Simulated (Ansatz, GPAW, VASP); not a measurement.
## BN: 3 runs at one level of theory

```
CELL_PARAMETERS angstrom
0.00000 1.81300 1.81300
1.81300 0.00000 1.81300
1.81300 1.81300 0.00000
ATOMIC_POSITIONS crystal
N 0.25000 0.25000 0.25000
B 0.00000 0.00000 0.00000
```

The cell is a database's computed one, not the measured one.

Alike in all runs: task single point; functional PBE; k mesh 13 × 13 × 13; occupations gaussian, width 0.025 eV; no spin polarisation; no spin-orbit coupling. Pressure is positive in compression and, in plane waves, holds the error of the finite cutoff.

```tsv
program and potentials	plane-wave cutoff (eV)	notes	pressure (GPa)
Ansatz, all-electron LAPW, scalar-relativistic	-	-	-0.41
VASP, PBE PAW files B, N, 520 eV	520	-	-0.17
GPAW, GPAW PAW data sets (gpaw-data 1.2.1)	800	-	-1.60
```

The pressure spans -1.60 (GPAW, GPAW PAW data sets (gpaw-data 1.2.1)) to -0.17 GPa (VASP, PBE PAW files B, N, 520 eV), with all-electron results at -0.41.

The functional is the same throughout but for its coding, so the spread measures potentials, basis and numerics; runs on potential files found faulty are left out.
